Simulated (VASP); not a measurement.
Wanted: the native input for a VASP 6.6.1 run.

```yaml
Task: single point
Functional: r2SCAN
Potentials_or_basis: VASP PAW PBE potentials, release 64 (Ti_sv, Te)
Cutoff: 520 eV
k_mesh: 10 × 10 × 6
Occupations: gaussian, width 0.05 eV
Spin: no spin polarisation
Dipole_correction: no
Further_INCAR_settings: ALGO = Normal; EDIFF = 1e-06; NBANDS = 19
```

Crystal: TiTe2.

```
Ti Te
1.0
     3.85888    0.00000    0.00000
    -1.92944    3.34189    0.00000
     0.00000    0.00000    6.22517
Ti Te
1 2
Direct
  0.00000 0.00000 0.00000
  0.33333 0.66667 0.25200
  0.66667 0.33333 0.74800
```

The cell was built by a generator and isn't the measured one.

The input as run:

POSCAR

```
TiTe2
1.0
    3.8588782842      0.0000000000      0.0000000000
   -1.9294391421      3.3418866242      0.0000000000
    0.0000000000      0.0000000000      6.2251715717
Ti Te
1 2
Direct
    0.0000000000      0.0000000000      0.0000000000
    0.3333333333      0.6666666667      0.2520000000
    0.6666666667      0.3333333333      0.7480000000
```

INCAR.step1

```
SYSTEM = TiTe2
PREC = Accurate
ENCUT = 520
ISMEAR = 0
SIGMA = 0.05
LREAL = .False.
LASPH = .True.
NELM = 100
NBANDS = 19
GGA = PE
ALGO = Normal
EDIFF = 1E-4
LWAVE = .True.
LCHARG = .False.
```

INCAR.step2

```
SYSTEM = TiTe2
PREC = Accurate
ENCUT = 520
EDIFF = 1E-6
ISMEAR = 0
SIGMA = 0.05
LREAL = .False.
LASPH = .True.
NELM = 100
ALGO = Normal
ISIF = 2
LWAVE = .False.
LCHARG = .True.
METAGGA = R2SCAN
LMIXTAU = .True.
LELF = .True.
LVHAR = .True.
NBANDS = 19
ISTART = 1
```

KPOINTS

```
regular mesh
0
Gamma
  10 10 6
  0 0 0
```

Potentials or basis: VASP PAW PBE potentials, release 64 (Ti_sv, Te).

Launch:

```bash
$ cat potpaw_PBE.64/Ti_sv/POTCAR potpaw_PBE.64/Te/POTCAR > POTCAR
$ cp INCAR.step1 INCAR
$ mpirun -np 1 vasp_std > vasp.out
$ cp INCAR.step2 INCAR
$ mpirun -np 1 vasp_std > vasp.out
```

Results of the run:

The pressure is 3.9 GPa, the largest force is 0.797 eV/Å and the band gap on the k mesh is none (metal or under the smearing width).

Caveat: the PAW data sets were made with another functional, which shifts forces and pressure a little.

Run time: 4.6 min on 1 thread of Intel(R) Xeon(R) Platinum 8559C (Emerald Rapids), on a shared host, peak memory 0.28 GiB.
